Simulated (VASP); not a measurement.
# K (P4/mmm) in VASP: equation of state

How stiff is K in PBE, and what volume does it want? The cell is scaled to several volumes.

Everything below comes from runs of VASP 6.6.1. Logs are shortened: lines on timing, memory, paths and dates and some standing lists are left out, and cuts for length are marked.

**1. The crystal as given**

The structure is tetragonal, space group P4/mmm (No. 123). The conventional cell has a = 10.080 Å, b = 10.080 Å, c = 4.325 Å, α = 90.00°, β = 90.00°, γ = 90.00°. K (site symmetry 4/mmm) is surrounded by 2 K at 4.32 Å.

This isn't the form of K at room conditions, which is bcc.

**2. Equation of state, PBE, 413.01 Å³/atom (volume scaled by 0.94)**

The input, INCAR:

```
SYSTEM = K
PREC = Accurate
ENCUT = 520
EDIFF = 1E-7
ISMEAR = -1
SIGMA = 0.05
LREAL = .False.
LASPH = .True.
NELM = 100
ALGO = Normal
ISIF = 2
LWAVE = .False.
LCHARG = .False.
GGA = PE
NBANDS = 10
```

The input, KPOINTS:

```
Automatic mesh
0
Gamma
  3 3 6
  0 0 0
```

The input, POSCAR:

```
K
1.0
    9.8738416173      0.0000000000      0.0000000000
    0.0000000000      9.8738416173      0.0000000000
    0.0000000000      0.0000000000      4.2363164498
K
1
Direct
    0.0000000000      0.0000000000      0.0000000000
```

Potentials or basis: VASP PAW PBE potentials, release 64 (K_sv).

Started as:

```bash
$ cat potpaw_PBE.64/K_sv/POTCAR > POTCAR
$ mpirun -np 1 vasp_std > vasp.out
```

OUTCAR:

```text
SYSTEM = K
   PREC = Accurate
   ENCUT = 520
   EDIFF = 1E-7
   ISMEAR = -1
   LREAL = .False.
   LASPH = .True.
   NELM = 100
   ISIF = 2
   GGA = PE

 Found     12 irreducible k-points:

 Following reciprocal coordinates:
            Coordinates               Weight
  0.000000  0.000000  0.000000      1.000000
  0.333333  0.000000  0.000000      4.000000
  0.333333  0.333333  0.000000      4.000000
  0.000000  0.000000  0.166667      2.000000
  0.333333  0.000000  0.166667      8.000000
  0.333333  0.333333  0.166667      8.000000
   k-points           NKPTS =     12   k-points in BZ     NKDIM =     12   number of bands    NBANDS=     10
   number of dos      NEDOS =    301   number of ions     NIONS =      1
   total plane-waves  NPLWV = 204800
   dimension x,y,z NGX =    80 NGY =   80 NGZ =   32
   dimension x,y,z NGXF=   160 NGYF=  160 NGZF=   64
   ions per type =               1
   NGX,Y,Z   is equivalent  to a cutoff of  13.47, 13.47, 12.56 a.u.
   NGXF,Y,Z  is equivalent  to a cutoff of  26.94, 26.94, 25.12 a.u.
 SYSTEM =  K
   PREC   = accura    normal or accurate (medium, high low for compatibility)
   ISTART =      0    job   : 0-new  1-cont  2-samecut
   ICHARG =      2    charge: 1-file 2-atom 10-const
   ISPIN  =      1    spin polarized calculation?
   LNONCOLLINEAR =      F non collinear calculations
   LSORBIT =      F    spin-orbit coupling
   LASPH  =      T    aspherical Exc in radial PAW
   ENCUT  =  520.0 eV  38.22 Ry    6.18 a.u.  18.36 18.36  7.88*2*pi/ulx,y,z
   NELM   =    100;   NELMIN=  2; NELMDL= -5     # of ELM steps
   EDIFF  = 0.1E-06   stopping-criterion for ELM
   LREAL  =      F    real-space projection
   EDIFFG = 0.1E-05   stopping-criterion for IOM
   NSW    =      0    number of steps for IOM
   IBRION =     -1    ionic relax: 0-MD 1-quasi-New 2-CG
   NFREE  =      0    steps in history (QN), initial steepest desc. (CG)
   ISIF   =      2    stress and relaxation
   ISYM   =      2    0-nonsym 1-usesym 2-fastsym
   POTIM  = 0.5000    time-step for ionic-motion
   TEBEG  =    0.0;   TEEND  =   0.0 temperature during run
   PSTRESS=    0.0 pullay stress
   NELECT =       9.0000    total number of electrons
   NUPDOWN=      -1.0000    fix difference up-down
   EMIN   =  10.00;   EMAX   =-10.00  energy-range for DOS
   EFERMI =   0.00;   METHOD = LEGACY
   ISMEAR =    -1;   SIGMA  =   0.05  broadening in eV -4-tet -1-fermi 0-gaus
   EFERMI_NEDOS =   21; number of points for ismear=-14 and -15
   IALGO  =     38    algorithm
   IMIX   =      4    mixing-type and parameters
     AMIX     =   0.40;   BMIX     =  1.00
     AMIX_MAG =   1.60;   BMIX_MAG =  1.00
  volume/ion in A,a.u.               =     413.01      2787.13
  Fermi-wavevector in a.u.,A,eV,Ry     =   0.457266  0.864107  2.844870  0.209092
  Thomas-Fermi vector in A             =   1.441910
   LORBIT       =      0    0 simple, 1 ext, 2 COOP (PROOUT), +10 PAW based schemes
   GGA     = PE    functional components
   LHFCALC =     F    Hartree Fock is set to
   AEXX    =    0.0000 exact exchange contribution
   IVDW    =     0    specifies the selected vdW correction
   LEPSILON=     F    determine dielectric tensor
   LRPA    =     F    only Hartree local field effects (RPA)
 non-spin polarized calculation
  energy-cutoff  :      520.00
  volume of cell :      413.01
 maximum number of plane-waves:     11144
 NGX is ok and might be reduce to    80
   NGX = 37   NGY = 37   NGZ = 15

 number of electron       8.9999999 magnetization

 Free energy of the ion-electron system (eV)
  ---------------------------------------------------
  ext. energy  EPLUGINS =         0.00000000
  ---------------------------------------------------
  free energy    TOTEN  =        -0.58547351 eV

  energy without entropy =       -0.58523467  energy(sigma->0) =       -0.58535409

 E-fermi :  -1.8908     XC(G=0):  -2.1223

 val. band max:       -2.2641879569   @ k =   0.3333   0.3333   0.1667
 cond. band min:      -1.5421772477   @ k =   0.0000   0.0000   0.3333
 fundamental gap:      0.7220107092
 Fermi energy:        -1.8908201668

 k-point     1 :       0.0000    0.0000    0.0000
  band No.  band energies     occupation
      1     -34.5158      2.00000
      2     -18.0060      2.00000
      3     -18.0060      2.00000
      4     -17.9208      2.00000
      5      -2.6038      2.00000
      6      -0.5425      0.00000
      7      -0.5425      0.00000
      8      -0.0750      0.00000
      9       0.1687      0.00000
     10       0.8056      0.00000

 k-point     2 :       0.3333    0.0000    0.0000
  band No.  band energies     occupation
      1     -34.5158      2.00000
      2     -18.0060      2.00000
      3     -18.0060      2.00000
      4     -17.9208      2.00000
      5      -2.5740      2.00000
      6      -0.9015      0.00000
      7      -0.5004      0.00000
      8       0.1139      0.00000
      9       0.5738      0.00000
     10       0.6862      0.00000

 k-point     3 :       0.3333    0.3333    0.0000
  band No.  band energies     occupation
      1     -34.5158      2.00000
      2     -18.0060      2.00000
      3     -18.0060      2.00000
      4     -17.9208      2.00000
      5      -2.5455      2.00000
      6      -0.8522      0.00000
      7      -0.8261      0.00000
      8       0.1802      0.00000
      9       0.6935      0.00000
     10       0.7693      0.00000

 k-point     4 :       0.0000    0.0000    0.1667
  band No.  band energies     occupation
      1     -34.5145      2.00000
      2     -18.0035      2.00000
      3     -18.0035      2.00000
      4     -17.9451      2.00000
      5      -2.3262      1.99967
      6      -0.3745      0.00000
      7      -0.3745      0.00000
      8       0.1829      0.00000
      9       0.3912      0.00000
     10       1.0097      0.00000

 k-point     5 :       0.3333    0.0000    0.1667
  band No.  band energies     occupation
      1     -34.5145      2.00000
      2     -18.0035      2.00000
      3     -18.0035      2.00000
      4     -17.9451      2.00000
      5      -2.2945      1.99938
      6      -0.7066      0.00000
      7      -0.3364      0.00000
      8       0.3561      0.00000
      9       0.7870      0.00000
     10       0.8796      0.00000

 k-point     6 :       0.3333    0.3333    0.1667
  band No.  band energies     occupation
      1     -34.5145      2.00000
      2     -18.0035      2.00000
      3     -18.0035      2.00000
      4     -17.9451      2.00000
      5      -2.2642      1.99886
      6      -0.6597      0.00000
      7      -0.6378      0.00000
      8       0.4007      0.00000
      9       0.9009      0.00000
     10       0.9617      0.00000

 [... further k-points ...]
[... 5 lines left out ...]
  --------------------------------------------------------------------------------------
  -------------------------------------------------------------------------------------
  Total       -0.0146145     -0.0146145     -0.0577488      0.0000000      0.0000000     -0.0000000
  in kB       -0.0566937     -0.0566937     -0.2240233      0.0000000      0.0000000     -0.0000000
  external PRESSURE =      -0.1124702 kB  Pullay stress =       0.0000000 kB

 VOLUME and BASIS-vectors are now :
 -----------------------------------------------------------------------------
  energy-cutoff  :      520.00
  volume of cell :      413.01
      direct lattice vectors                 reciprocal lattice vectors
     9.873841617  0.000000000  0.000000000     0.101277703  0.000000000  0.000000000
     0.000000000  9.873841617  0.000000000     0.000000000  0.101277703  0.000000000
     0.000000000  0.000000000  4.236316450     0.000000000  0.000000000  0.236054131

 POSITION                                       TOTAL-FORCE (eV/Angst)
 -----------------------------------------------------------------------------------
      0.00000      0.00000      0.00000         0.000000      0.000000      0.000000
 -----------------------------------------------------------------------------------
    total drift:                                0.000000      0.000000      0.000000

  FREE ENERGIE OF THE ION-ELECTRON SYSTEM (eV)
  ---------------------------------------------------
  free  energy   TOTEN  =        -0.5854735115 eV

  energy  without entropy=       -0.5852346682  energy(sigma->0) =       -0.58535409
```

Wall time 1.8 min (1 thread of Intel Xeon Platinum 8175M at 2.50GHz (Skylake/Cascade Lake), shared host); peak memory 0.47 GiB.

Results:

```
Free energy            : -0.5855 eV
Pressure               : 0.0 GPa
Band gap on the k mesh : none (metal or under the smearing width)
```

**3. Equation of state, PBE, 421.80 Å³/atom (volume scaled by 0.96)**

The input, INCAR:

```
SYSTEM = K
ALGO     = Normal         ! electronic algorithm
EDIFF    = 1E-7           ! SCF threshold, eV
ENCUT    = 520            ! plane-wave cutoff, eV
GGA      = PE             ! functional
ISIF     = 2              ! what is computed and relaxed
ISMEAR   = -1             ! smearing method
LASPH    = .True.         ! aspherical terms in the spheres
LCHARG   = .False.        ! write CHGCAR
LREAL    = .False.        ! projectors in reciprocal space
LWAVE    = .False.        ! write WAVECAR
NBANDS   = 10             ! bands
NELM     = 60             ! most SCF steps
PREC     = Accurate       ! precision mode
SIGMA    = 0.05           ! smearing width, eV
```

The input, KPOINTS:

```
k-points
0
Gamma
  3 3 6
  0 0 0
```

The input, POSCAR:

```
K
1.0
    9.9433780042      0.0000000000      0.0000000000
    0.0000000000      9.9433780042      0.0000000000
    0.0000000000      0.0000000000      4.2661506472
K
1
Direct
    0.0000000000      0.0000000000      0.0000000000
```

Potentials or basis: VASP PAW PBE potentials, release 64 (K_sv).

Started as:

```bash
$ cat potpaw_PBE.64/K_sv/POTCAR > POTCAR
$ mpirun -np 1 vasp_std > vasp.out
```

Run time: 1.7 min. Hardware: 1 thread of Intel Xeon Platinum 8175M at 2.50GHz (Skylake/Cascade Lake), shared host; peak memory 0.46 GiB.

Results (log left out):

```
Free energy            : -0.5848 eV
Pressure               : 0.0 GPa
Band gap on the k mesh : none (metal or under the smearing width)
```

**4. Equation of state, PBE, 430.59 Å³/atom (volume scaled by 0.98)**

The input, INCAR:

```
SYSTEM = K
PREC = Accurate
ENCUT = 520
EDIFF = 1E-7
ISMEAR = -1
SIGMA = 0.05
LREAL = .False.
LASPH = .True.
NELM = 80
ALGO = Normal
ISIF = 2
LWAVE = .False.
LCHARG = .False.
GGA = PE
NBANDS = 10
```

The input, KPOINTS:

```
Automatic mesh
0
Gamma
  3 3 6
  0 0 0
```

The input, POSCAR:

```
K
1.0
   10.0119551920      0.0000000000      0.0000000000
    0.0000000000     10.0119551920      0.0000000000
    0.0000000000      0.0000000000      4.2955733056
K
1
Direct
    0.0000000000      0.0000000000      0.0000000000
```

Started as:

```bash
$ cat potpaw_PBE.64/K_sv/POTCAR > POTCAR
$ mpirun -np 1 vasp_std > vasp.out
```

Wall time 2.2 min (1 thread of Intel Xeon Platinum 8175M at 2.50GHz (Skylake/Cascade Lake), shared host); peak memory 0.45 GiB.

Results (log left out):

```
Free energy            : -0.5839 eV
Pressure               : 0.0 GPa
Band gap on the k mesh : none (metal or under the smearing width)
```

**5. Equation of state, PBE, 448.16 Å³/atom (volume scaled by 1.02)**

The input, INCAR:

```
PREC     = Accurate       # precision mode
ENCUT    = 520            # plane-wave cutoff, eV
EDIFF    = 1E-7           # SCF threshold, eV
ISMEAR   = -1             # smearing method
SIGMA    = 0.05           # smearing width, eV
LREAL    = F              # projectors in reciprocal space
LASPH    = T              # aspherical terms in the spheres
NELM     = 80             # most SCF steps
ALGO     = Normal         # electronic algorithm
ISIF     = 2              # what is computed and relaxed
LWAVE    = F              # write WAVECAR
LCHARG   = F              # write CHGCAR
GGA      = PE             # functional
NBANDS   = 10             # bands
```

The input, KPOINTS:

```
Automatic mesh
0
Gamma
  3 3 6
```

The input, POSCAR:

```
K
1.0
   10.1463598903      0.0000000000      0.0000000000
    0.0000000000     10.1463598903      0.0000000000
    0.0000000000      0.0000000000      4.3532388887
K
1
Direct
    0.0000000000      0.0000000000      0.0000000000
```

Started as:

```bash
$ cat potpaw_PBE.64/K_sv/POTCAR > POTCAR
$ mpirun -np 1 vasp_std > vasp.out
```

Run time: 88 s. Hardware: 1 thread of Intel Xeon Platinum 8175M at 2.50GHz (Skylake/Cascade Lake), shared host; peak memory 0.48 GiB.

Results (log left out):

| Property | Result |
| --- | --- |
| Free energy | -0.5815 eV |
| Pressure | 0.0 GPa |
| Band gap on the k mesh | none (metal or under the smearing width) |

**6. Equation of state, PBE, 456.95 Å³/atom (volume scaled by 1.04)**

The input, INCAR:

```
SYSTEM = K
PREC     = Accurate       ! precision mode
ENCUT    = 520            ! plane-wave cutoff, eV
EDIFF    = 1E-7           ! SCF threshold, eV
ISMEAR   = -1             ! smearing method
SIGMA    = 0.05           ! smearing width, eV
LREAL    = .False.        ! projectors in reciprocal space
LASPH    = .True.         ! aspherical terms in the spheres
NELM     = 60             ! most SCF steps
ALGO     = Normal         ! electronic algorithm
ISIF     = 2              ! what is computed and relaxed
LWAVE    = .False.        ! write WAVECAR
LCHARG   = .False.        ! write CHGCAR
GGA      = PE             ! functional
NBANDS   = 10             ! bands
```

The input, KPOINTS:

```
Automatic mesh
0
Gamma
  3 3 6
  0 0 0
```

The input, POSCAR:

```
K
1.0
   10.2122471903      0.0000000000      0.0000000000
    0.0000000000     10.2122471903      0.0000000000
    0.0000000000      0.0000000000      4.3815074658
K
1
Direct
    0.0000000000      0.0000000000      0.0000000000
```

Potentials or basis: VASP PAW PBE potentials, release 64 (K_sv).

Started as:

```bash
$ cat potpaw_PBE.64/K_sv/POTCAR > POTCAR
$ mpirun -np 1 vasp_std > vasp.out
```

Run time: 1.9 min. Hardware: 1 thread of Intel Xeon Platinum 8175M at 2.50GHz (Skylake/Cascade Lake), shared host; peak memory 0.51 GiB.

The run converged. Its results:

| Item | Value |
| --- | --- |
| Free energy | -0.5800 eV |
| Pressure | 0.0 GPa |
| Band gap on the k mesh | none (metal or under the smearing width) |

**7. Equation of state, PBE, 465.73 Å³/atom (volume scaled by 1.06)**

The input, INCAR:

```
SYSTEM = K
PREC = Accurate ; ENCUT = 520
EDIFF = 1E-7 ; ISMEAR = -1
SIGMA = 0.05 ; LREAL = .FALSE.
LASPH = .TRUE. ; NELM = 60
ALGO = Normal ; ISIF = 2
LWAVE = .FALSE. ; LCHARG = .FALSE.
GGA = PE ; NBANDS = 10
```

The input, KPOINTS:

```
Automatic mesh
0
G
  3 3 6
  0 0 0
```

The input, POSCAR:

```
K
1.0
   10.2772951045      0.0000000000      0.0000000000
    0.0000000000     10.2772951045      0.0000000000
    0.0000000000      0.0000000000      4.4094159091
K
1
Direct
    0.0000000000      0.0000000000      0.0000000000
```

Started as:

```bash
$ cat potpaw_PBE.64/K_sv/POTCAR > POTCAR
$ mpirun -np 1 vasp_std > vasp.out
```

Wall time 1.9 min (1 thread of Intel Xeon Platinum 8175M at 2.50GHz (Skylake/Cascade Lake), shared host); peak memory 0.52 GiB.

It converged, with:

* Free energy: -0.5783 eV
* Pressure: 0.0 GPa
* Band gap on the k mesh: none (metal or under the smearing width)

**8. Equation of state, PBE**

This step only gathers the single runs of the series.

Results:

| Quantity | Value |
| --- | --- |
| Equilibrium volume | 398.48 Å³/atom (rough: see the caveat) |
| Bulk modulus at fixed shape and positions | 0.3 GPa (rough) |

Energy against volume, from the lowest point:
```tsv
volume (Å³/atom)	energy (meV/atom)
413.010	0.00
421.798	0.63
430.585	1.53
439.372	2.65
448.160	3.98
456.947	5.51
465.735	7.21
```

Caveat: the minimum lies outside the volumes run; the cell was scaled at fixed shape and fractional positions, which overstates the stiffness of a crystal with free parameters, most of all of layers and chains.
